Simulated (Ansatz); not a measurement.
# Rb: one input, then a changed one

The cell is the one relaxed in the Materials Project (mp-639736), not relaxed further here; entries there can be hypothetical. The listed cell was then made from it by scaling, straining or moving an atom.

First run: DFT, r2SCAN, all-electron PAW with datasets made for the crystal, scalar-relativistic (Ansatz 0.2.0).

Command: `ansatz run input.yaml --threads 1 --pin off --max-ram 2048MiB --backend cpu --events-out ev --progress --plain --runs-dir out` The run took about 53 s on 1 thread of a shared machine.

```yaml
crystal:
  lattice:
    - [-2.33083672, 2.33083672, 8.3168563311]
    - [2.33083672, -2.33083672, 8.3168563311]
    - [2.33083672, 2.33083672, -8.3168563311]
  atoms:
    - { symbol: Rb, position: [0.25, 0.75, 0.5] }
    - { symbol: Rb, position: [0.5, 0.5, 0.0] }
kpoints:
  mp_grid: { grid: [12, 12, 12] }
scf:
  occupations: { method: fermi_dirac, width: 0.03 }
hamiltonian:
  xc: r2scan
  pseudopotentials: { kind: all_electron, datasets: crystal }
output:
  forces: true
  stress: true
  eigenvalues: true
  efg: { contact_densities: true }
```

Result: converged; pressure 0.21 GPa; no gap on the k mesh; 10 SCF iterations.

The input is then changed:

```diff
@@ -8,5 +8,5 @@
     - { symbol: Rb, position: [0.5, 0.5, 0.0] }
 kpoints:
-  mp_grid: { grid: [12, 12, 12] }
+  mp_grid: { grid: [10, 10, 10] }
 scf:
   occupations: { method: fermi_dirac, width: 0.03 }
```

Problem. What does the second run give?

Solution. It converged; energy at zero smearing +1.4 meV/atom from the first run; pressure 0.20 GPa; no gap on the k mesh; 10 SCF iterations. Some of these settings are too coarse for converged properties.
